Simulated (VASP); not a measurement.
**InSe: single point with PBEsol**

**The experiment to reproduce.**

From “The Interaction of Hydrogen with the van der Waals Crystal γ-InSe”, 2020, pmc:7321205, for a bulk crystal of InSe at 300 K: band gap 1.25 eV.

The system is InSe.

```
In Se
1.0
     2.00000    1.15470    8.44000
    -2.00000    1.15470    8.44000
     0.00000   -2.30940    8.44000
In Se
2 2
Direct
  0.88860 0.88860 0.88860
  0.00000 0.00000 0.00000
  0.17190 0.17190 0.17190
  0.38350 0.38350 0.38350
```

```
Program                : VASP 6.6.1
Task                   : single point
Functional             : PBEsol
Potentials or basis    : VASP PAW PBE potentials, release 64 (In_d, Se)
Cutoff                 : 520 eV
k mesh                 : 8 × 8 × 8
Occupations            : fermi-dirac, width 0.05 eV
Spin                   : no spin polarisation
Ladder                 : free
Further INCAR settings : ALGO = Normal; EDIFF = 1e-07; NBANDS = 27
```

| Quantity | Value |
| --- | --- |
| Pressure | 0.2 GPa |
| Largest force | 0.320 eV/Å |
| Band gap on the k mesh | 0.33 eV, direct |

Forces on the atoms (eV/Å):
```
In   0.000  0.000  0.320
In   0.000  0.000 -0.301
Se   0.000  0.000 -0.107
Se   0.000  0.000  0.089
```

Stress tensor (GPa, compression positive):
```
 0.57  0.00  0.00
 0.00  0.57  0.00
 0.00  0.00 -0.43
```

Levels at points of the mesh, in eV from the valence-band top:
```
           k point  band 17  band 18  band 19  band 20  band 21  band 22
(0.00, 0.00, 0.00)    -1.31    -1.22    -1.22     1.62     1.99     4.35
(0.50, 0.00, 0.00)    -2.36    -2.26    -1.69     1.13     1.90     3.55
(0.50, 0.50, 0.00)    -2.52    -2.07    -1.52     1.11     1.91     3.20
(0.50, 0.50, 0.50)    -1.14    -1.14     0.00     0.33     2.05     4.27
```

It took 10 min on 1 thread of Intel(R) Xeon(R) 6975P-C (Granite Rapids) (shared host), peak memory 0.72 GiB.

Against the measured gap of InSe, 1.25 eV (300 K; “The Interaction of Hydrogen with the van der Waals Crystal γ-InSe”, 2020, pmc:7321205), the calculated 0.33 eV is off by -0.92 eV. Spin-orbit coupling on In, Se is left out. The value is that of PBEsol on a finite k mesh, which can miss the band edges, without temperature or zero-point motion. Semilocal functionals fall short of measured gaps as a rule.

Caveat: the PAW data sets were made with another functional, which shifts forces and pressure a little; spin-orbit coupling is left out, which moves the levels of the heavy elements.
